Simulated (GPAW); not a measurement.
# HfO2 (P4_2/nmc) in GPAW: settings compared, part 3 of 3

GPAW 26.7.0.

**6. Born charges, PBE+D3M(BJ)**

The input, run.py:

```python
import json
import numpy as np
from ase import Atoms
from ase.calculators.mixing import SumCalculator
from ase.constraints import FixSymmetry
from ase.filters import FrechetCellFilter
from ase.io import read, write
from ase.optimize import BFGS
from contextlib import redirect_stdout
from dftd3.ase import DFTD3
from io import StringIO
from phonopy import Phonopy
from phonopy.structure.atoms import PhonopyAtoms
from gpaw import GPAW, PW
from gpaw.berryphase import polarization_phase

atoms = read('POSCAR')

calc = GPAW(mode=PW(800),
            xc='PBE',
            kpts={'size': (4, 4, 3), 'gamma': True},
            occupations={'name': 'fermi-dirac', 'width': 0.01},
            nbands=43,
            convergence={'density': 1e-06, 'eigenstates': 1e-09},
            maxiter=150,
            txt='gpaw.txt')
atoms.calc = SumCalculator([calc, DFTD3(method='pbe', damping='d3bjm')])
atoms.set_constraint(FixSymmetry(atoms))
BFGS(FrechetCellFilter(atoms), trajectory='relax.traj', logfile='-').run(fmax=0.005, steps=40)
atoms.set_constraint()
energy = atoms.get_potential_energy()
forces = atoms.get_forces()
stress = atoms.get_stress()
calc.write('gs.gpw')
write('result.traj', atoms)
print('Cell:', atoms.cell.cellpar().round(4))
print(atoms.get_scaled_positions().round(5))

n = len(atoms)
unit = PhonopyAtoms(symbols=atoms.get_chemical_symbols(), cell=atoms.cell[:], scaled_positions=atoms.get_scaled_positions())
ph = Phonopy(unit, supercell_matrix=np.eye(3, dtype=int), primitive_matrix=np.eye(3), symprec=1e-4)
ph.generate_displacements(distance=0.02, is_plusminus=True)
forces, phases = [], []
for i, move in enumerate(ph.dataset['first_atoms']):
    b = atoms.copy()
    b.positions[move['number']] += move['displacement']
    c = GPAW(mode=PW(680),
             xc='PBE',
             kpts={'size': (4, 4, 3), 'gamma': True},
             occupations={'name': 'fermi-dirac', 'width': 0.01},
             nbands=43,
             convergence={'density': 1e-06, 'eigenstates': 1e-09},
             maxiter=150,
             symmetry='off',
             txt=f'disp-{i:02d}.txt')
    b.calc = SumCalculator([c, DFTD3(method='pbe', damping='d3bjm')])
    f = b.get_forces()
    forces.append(f - f.mean(axis=0))
    with redirect_stdout(StringIO()):
        phases.append(polarization_phase(calc=c)['phase_c'])
    print(move['number'], np.round(move['displacement'], 4), 'phases', phases[-1].round(5), flush=True)

# each pair of opposite moves, with its images under the space group
ops, cell, spos = ph.symmetry.symmetry_operations, atoms.cell[:].T, atoms.get_scaled_positions()
moves, dipoles = [[] for a in atoms], [[] for a in atoms]
for move, up, down in zip(ph.dataset['first_atoms'][::2], phases[::2], phases[1::2]):
    dphi = (up - down + np.pi) % (2 * np.pi) - np.pi
    dp = dphi @ atoms.cell[:] / (2 * np.pi)  # e A
    for w, t in zip(ops['rotations'], ops['translations']):
        x = w @ spos[move['number']] + t - spos
        b = np.linalg.norm(x - x.round(), axis=1).argmin()
        R = cell @ w @ np.linalg.inv(cell)
        moves[b].append(R @ move['displacement'] * 2)
        dipoles[b].append(R @ dp)
Z = np.array([np.linalg.lstsq(np.array(u), np.array(p), rcond=None)[0].T for u, p in zip(moves, dipoles)])  # Z[a, i, j] = dp_i / du_j
ph.forces = forces
ph.produce_force_constants()
ph.symmetrize_force_constants()
H = ph.force_constants.transpose(0, 2, 1, 3).reshape((3 * n, 3 * n))
rule = Z.sum(axis=0)
print('Sum of the charges:')
print(rule.round(4))
Z -= rule / n
for a in atoms:
    print(a.symbol)
    print(Z[a.index].round(3))
w = np.repeat(atoms.get_masses()**-0.5, 3)
omega2, modes = np.linalg.eigh(H * w * w[:, None])
nu = np.sign(omega2) * abs(omega2)**0.5 * 521.4709  # cm^-1
dipoles = np.einsum('aij,ajm->mi', Z, (modes * w[:, None]).reshape((n, 3, -1)))  # e / amu^0.5
optical = np.argsort(abs(omega2))[3:]
eps_ion = sum(np.outer(dipoles[m], dipoles[m]) / omega2[m] for m in optical) * 4 * np.pi * 14.399645 / atoms.get_volume()
for m in range(3 * n):
    print(f'{nu[m]:9.2f} cm^-1  IR {(dipoles[m]**2).sum():8.4f} e^2/amu')
print('Lattice part of the dielectric tensor:')
print(eps_ion.round(3))
json.dump({'Z': Z.tolist(), 'rule': rule.tolist(), 'nu': nu.tolist(), 'ir': (dipoles**2).sum(1).tolist(), 'eps_ion': eps_ion.tolist()},
          open('born.json', 'w'))
```

The input, POSCAR:

```
HfO2
1.0
    3.5580193300      0.0000000000      0.0000000000
    0.0000000000      3.5580193300      0.0000000000
    0.0000000000      0.0000000000      5.1718612100
Hf O
2 4
Direct
    0.0000000000      0.0000000000      0.0000000000
    0.5000000000      0.5000000000      0.5000000000
    0.0000000000      0.5000000000      0.1972078800
    0.5000000000      0.0000000000      0.3027921200
    0.5000000000      0.0000000000      0.8027921200
    0.0000000000      0.5000000000      0.6972078800
```

Potentials or basis: GPAW PAW data sets (gpaw-data 1.2.1), pw.

Started as:

```bash
OMP_NUM_THREADS=1 python run.py
```

gpaw.txt:

```text
__  _  _
 | _ |_)|_||  |
 |__||  | ||/\| - 26.7.0

Input parameters:
  mode=PW(ecut=800.0),
  convergence={'density': 1e-06, 'eigenstates': 1e-09},
  kpts=MonkhorstPack(size=(4, 4, 3), gamma=True),
  maxiter=150,
  nbands=43,
  occupations=Occupations(name='fermi-dirac', width=0.01),
  xc=XC(name='PBE')

Diagonalizing LCAO Hamiltonian
Converting LCAO to pw mode
   .--------.
  /|        |
 * |        |
 |O| O      |
 | |   Hf   |
 | |        |
 |O.-O------.
 |/        /
 Hf-------*

Atoms  # Å, Bohr magnetons
|   | symbol |        x |        y |        z |    initial magnetic moments |
[... 1589 lines left out ...]
|   | symbol |         x |        y |        z |    initial magnetic moments |
|---|--------|-----------|----------|----------|-----------------------------|
| 0 |     Hf | -0.000000 | 0.000000 | 0.000000 | ( 0.0000,  0.0000,  0.0000) |
| 1 |     Hf |  1.766665 | 1.766665 | 2.521850 | ( 0.0000,  0.0000,  0.0000) |
| 2 |      O | -0.000000 | 1.766665 | 1.096155 | ( 0.0000,  0.0000,  0.0000) |
| 3 |      O |  1.766665 | 0.000000 | 1.425694 | ( 0.0000,  0.0000,  0.0000) |
| 4 |      O |  1.766665 | 0.000000 | 3.947544 | ( 0.0000,  0.0000,  0.0000) |
| 5 |      O | -0.000000 | 1.766665 | 3.618005 | ( 0.0000,  0.0000,  0.0000) |

Unit cell  # Å
| periodic |         x |        y |        z |  lengths |    angles |
|----------|-----------|----------|----------|----------|-----------|
|      yes |  3.533330 | 0.000000 | 0.000000 | 3.533330 | 90.000000 |
|      yes | -0.000000 | 3.533330 | 0.000000 | 3.533330 | 90.000000 |
|      yes | -0.000000 | 0.000000 | 5.043699 | 5.043699 | 90.000000 |

Number of symmetries: 8
Symmetry operations  # r_c * U_cc + t_c -> r_c
|   | kind |            matrix            |
|---|------|------------------------------|
| 0 |  E   |  1, 0, 0,  0, 1, 0,  0, 0, 1 |
| 1 |  σ   |  1, 0, 0,  0,-1, 0,  0, 0, 1 |
| 2 |  C2  |  0, 1, 0,  1, 0, 0,  0, 0,-1 |
| 3 |  S4  |  0, 1, 0, -1, 0, 0,  0, 0,-1 |
| 4 |  S4  |  0,-1, 0,  1, 0, 0,  0, 0,-1 |
| 5 |  C2  |  0,-1, 0, -1, 0, 0,  0, 0,-1 |
| 6 |  σ   | -1, 0, 0,  0, 1, 0,  0, 0, 1 |
| 7 |  C2  | -1, 0, 0,  0,-1, 0,  0, 0, 1 |
[... 202 lines left out ...]
Forces  # eV/Ang
|        x |       y |        z |
|----------|---------|----------|
|  0.00000 | 0.00000 |  0.00000 |  # Hf   0
|  0.00000 | 0.00000 |  0.00000 |  # Hf   1
|  0.00000 | 0.00000 |  0.00116 |  # O    2
|  0.00000 | 0.00000 | -0.00115 |  # O    3
|  0.00000 | 0.00000 | -0.00116 |  # O    4
| -0.00000 | 0.00000 |  0.00115 |  # O    5

# Writing to gs.gpw (mode='')
```

stdout:

```text
Step          Energy          fmax
BFGS:    0      -60.718567        0.421887
BFGS:    1      -60.727316        0.400297
BFGS:    2      -60.794760        0.259307
BFGS:    3      -60.797440        0.217578
BFGS:    4      -60.808290        0.118813
BFGS:    5      -60.810145        0.102360
BFGS:    6      -60.810629        0.069369
BFGS:    7      -60.810712        0.054247
BFGS:    8      -60.810898        0.022958
BFGS:    9      -60.811066        0.008054
BFGS:   10      -60.811154        0.004638
[... 30 lines left out ...]
 [ 0.    -0.    -2.559]]
O
[[-3.089  0.     0.   ]
 [ 0.    -2.281  0.   ]
 [-0.    -0.    -2.559]]
O
[[-3.089 -0.    -0.   ]
[... 5 lines left out ...]
   116.41 cm^-1  IR   0.0000 e^2/amu
   116.41 cm^-1  IR   0.0000 e^2/amu
   187.03 cm^-1  IR   0.9644 e^2/amu
[... 10 lines left out ...]
   693.82 cm^-1  IR   0.0000 e^2/amu
   714.94 cm^-1  IR   0.0000 e^2/amu
Lattice part of the dielectric tensor:
[[25.92   0.    -0.   ]
 [ 0.    25.92   0.   ]
 [-0.     0.    13.421]]
```

disp-01.txt:

```text
SCF iterations
|iter     | |      energy | eigst |  dens |
|---------|-|-------------|-------|-------|
|iter:   1| |  -64.045572 | +0.11 |       |
|iter:   2| |  -61.864758 | -1.84 | -0.81 |
|iter:   3| |  -56.045558 | -0.91 | -0.87 |
|iter:   4| |  -56.056311 | -2.65 | -1.48 |
|iter:   5| |  -56.076949 | -2.99 | -1.73 |
[... 47 lines left out ...]
|         31 |        17.496 |     0.000 |
|        ... |               |           |
|         42 |        30.244 |     0.000 |

Gap: 4.450 eV
Transition (v -> c):
  (s=0, k=45, n=23, [0.50, 0.50, -0.33]) -> (s=0, k=16, n=24, [0.00, 0.00, 0.00])
Direct/indirect transitions are different
Direct gap: 4.640 eV
Transition at: (s=0, k=16, n=23, [0.00, 0.00, 0.00])

Forces  # eV/Ang
|        x |        y |        z |
|----------|----------|----------
```

Run time: 15 min. Hardware: 1 thread of Arm Neoverse V2, shared host; peak memory 1 GiB.

What came out:

```
Free energy                                             : -60.8112 eV
Relaxed volume                                          : 10.49 Å³/atom
Relaxed cell                                            : a = 3.533 Å, b = 3.533 Å, c = 5.044 Å, α = 90.00°, β = 90.00°, γ = 90.00°
Space group after relaxing (to 0.05 Å)                  : P4_2/nmc (No. 137)
Pressure after relaxing                                 : 0.0 GPa
Band gap on the k mesh                                  : 4.46 eV, indirect (least direct gap 4.66 eV)
Born charges (mean of the diagonal)                     : Hf +5.29; O -2.64 e
Highest phonon frequency at Γ, LO-TO splitting left out : 715 cm⁻¹
Dispersion energy per atom                              : -0.776 eV
```

Final structure:
```xyz
6
Lattice="3.5333 0.0000 0.0000 0.0000 3.5333 0.0000 0.0000 0.0000 5.0437" Properties=species:S:1:pos:R:3 pbc="T T T"
Hf    0.0000    0.0000    0.0000
Hf    1.7667    1.7667    2.5218
O     0.0000    1.7667    1.0962
O     1.7667    0.0000    1.4257
O     1.7667    0.0000    3.9475
O     0.0000    1.7667    3.6180
```

Levels at points of the mesh, in eV from the valence-band top:
```tsv
k point	band 21	band 22	band 23	band 24	band 25	band 26	band 27	band 28
(0.00, 0.00, 0.00)	-0.25	-0.25	-0.24	-0.20	4.46	4.48	5.14	6.15
(0.50, 0.00, 0.00)	-1.71	-1.71	-0.30	-0.30	4.94	4.94	5.98	5.98
(0.50, 0.50, 0.00)	-1.11	-1.11	-0.10	-0.10	4.96	4.96	6.12	6.12
```

Phonon frequencies in cm⁻¹ (negative: imaginary):
```csv
q point,frequencies
"(0.000, 0.000, 0.000)",0 0 0 116 116 187 187 235 250 335 463 463 519 519 633 694 694 715
```

Born effective charge tensors (e):
atom 1, Hf
```
5.37 0.00 0.00
0.00 5.37 0.00
0.00 0.00 5.12
```
atom 2, Hf
```
5.37 0.00 0.00
0.00 5.37 0.00
0.00 0.00 5.12
```
atom 3, O
```
-2.28  0.00  0.00
 0.00 -3.09  0.00
 0.00  0.00 -2.56
```
atom 4, O
```
-2.28  0.00  0.00
 0.00 -3.09  0.00
 0.00  0.00 -2.56
```
atom 5, O
```
-3.09  0.00  0.00
 0.00 -2.28  0.00
 0.00  0.00 -2.56
```
atom 6, O
```
-3.09  0.00  0.00
 0.00 -2.28  0.00
 0.00  0.00 -2.56
```

Caveat: the k mesh is coarse (spacing up to 0.44 Å⁻¹), so the values aren't converged; the cutoff is short for stress and forces, so pressures can be off by a GPa or more; the LO-TO splitting is left out; spin-orbit coupling is left out, which moves the levels of the heavy elements; an odd mesh through Γ misses points on the zone boundary, where band edges often lie.

**7. Overview**

```csv
task,level,potentials or basis,cell,k mesh,cutoff (eV),smearing,band path,band points,response ecut,response k mesh,response bands,mesh quality,gap on the mesh (eV),pressure (GPa)
band structure,LDA,"the program's PAW data sets (release 1.2.1) made for this functional, pw",as given,5 × 5 × 4,800,fermi-dirac 0.05 eV,"GXMGZRAZ,XR,MA",60,-,-,-,not flagged,4.55,-5.5
equation of state,LDA,"the program's PAW data sets (release 1.2.1) made for this functional, pw",as given,5 × 5 × 4,800,fermi-dirac 0.05 eV,-,-,-,-,-,not flagged,-,-
single point,TB-mBJ,"GPAW PAW data sets for LDA (gpaw-data 1.2.1), pw",as given,6 × 6 × 4,800,fermi-dirac 0.05 eV,-,-,-,-,-,not flagged,6.36,-
dielectric tensor,PBE,"GPAW PAW data sets (gpaw-data 1.2.1), pw",as given,6 × 6 × 4,600,fermi-dirac 0.001 eV,-,-,80 eV,10 × 10 × 7,72,not flagged,4.74,-
Born charges,PBE+D3M(BJ),"GPAW PAW data sets (gpaw-data 1.2.1), pw",relaxed,4 × 4 × 3,680,fermi-dirac 0.01 eV,-,-,-,-,-,coarse,4.46,0.0
```

Alike in all rows: no spin polarisation.

Caveats: some runs use coarse meshes; spin-orbit coupling is left out, which moves the levels of the heavy elements (some runs); an odd mesh through Γ misses points on the zone boundary, where band edges often lie (some runs); a model potential gives levels but no total energy (some runs); the PAW data sets were made with another functional, which shifts forces and pressure a little (some runs); the long-wavelength limit can be off by several per cent where d states take part (some runs); the cutoff is short for stress and forces, so pressures can be off by a GPa or more (some runs).

Absolute energies hang on the potentials; compare differences alone.
